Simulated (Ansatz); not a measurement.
## Zn, a known structure type with other elements, at an estimated volume

```
CELL_PARAMETERS angstrom
0.00000 2.59305 2.59305
2.59305 0.00000 2.59305
2.59305 2.59305 0.00000
ATOMIC_POSITIONS crystal
Zn 0.00000 0.00000 0.00000
Zn 0.25000 0.25000 0.25000
```

Method: PBE, no spin polarisation; PAW, plane waves to 420 eV, 11×11×11 Γ-centred mesh, fermi-dirac occupations (width 0.1 eV) (Ansatz 0.2.0), atoms fixed.

Task: What do density and ELF say about some of the short contacts?

Result: Zn–Zn at 2.25 Å: least valence density 0.45 e/Å³ and ELF 0.29 there. These are pseudo-fields; inside the PAW spheres they differ from the all-electron ones.

Task: What happens at the Fermi level?

Result: It is a metal, with about 0.67 states/eV a cell as the mean within 0.25 eV of the Fermi level.

Task: Is the cell too large or too small?

Result: The pressure is 22.5 GPa (compression positive), so with the atoms held at these fractions the cell would first expand.

Origin: a known structure type with other elements, at an estimated volume, so it need not be a known compound. Caveats: atoms or cell far from equilibrium.
